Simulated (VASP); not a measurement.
AlGaN2:

```
CELL_PARAMETERS angstrom
-3.13865 0.00000 0.00000
0.00000 0.00000 -5.09882
0.00000 -5.43630 0.00000
ATOMIC_POSITIONS crystal
Al 0.50000 0.00000 0.16667
Al 0.00000 0.50000 0.33333
Ga 0.00000 0.00000 0.66667
Ga 0.50000 0.50000 0.83333
N 0.50000 0.62500 0.16667
N 0.00000 0.62500 0.66667
N 0.00000 0.12500 0.33333
N 0.50000 0.12500 0.83333
```

The cell was built by a generator and needn't be a form met in nature.

- Program: VASP 6.6.1
- Task: relaxation of cell and atoms
- Functional: PBEsol
- Potentials or basis: VASP PAW PBE potentials, release 64 (Al, Ga_d, N)
- Cutoff: 600 eV
- k mesh: 10 × 6 × 6
- Occupations: gaussian, width 0.03 eV
- Spin: no spin polarisation

At the start: pressure 0.9 GPa; volume 10.87 Å³/atom.

Problem. Where does the relaxation end?

Solution. Over 10 steps the energy falls by 11.0 meV/atom and the volume is 10.90 Å³/atom (+0.2 %); space group Pmn2_1 (No. 31, to 0.05 Å).

Step by step:
```tsv
step	energy change (eV)	largest force (eV/Å)	pressure (GPa)	volume (Å³)
1	0.0000	0.9627	0.86	87.00
2	-0.0760	0.3265	-1.05	87.74
3	-0.0771	0.2800	-0.89	87.66
4	-0.0869	0.0855	0.47	87.01
5	-0.0874	0.0799	0.19	87.12
6	-0.0879	0.0341	-0.10	87.25
7	-0.0879	0.0314	-0.02	87.23
8	-0.0881	0.0161	-0.05	87.23
9	-0.0881	0.0161	-0.06	87.24
10	-0.0882	0.0071	0.08	87.18
```

Final structure:
```xyz
8
Lattice="-3.1454 0.0000 0.0000 0.0000 0.0000 -5.0896 0.0000 -5.4461 0.0000" Properties=species:S:1:pos:R:3 pbc="T T T"
Al   -1.5727   -0.9201   -0.0116
Al    0.0000   -1.8029   -2.5563
Ga    0.0000   -3.6193   -0.0073
Ga   -1.5727   -4.5498   -2.5520
N    -1.5727   -0.9494   -3.1942
N     0.0000   -3.5930   -3.1489
N     0.0000   -1.7736   -0.6495
N    -1.5727   -4.5761   -0.6041
```

Caveat: the PAW data sets were made with another functional, which shifts forces and pressure a little.
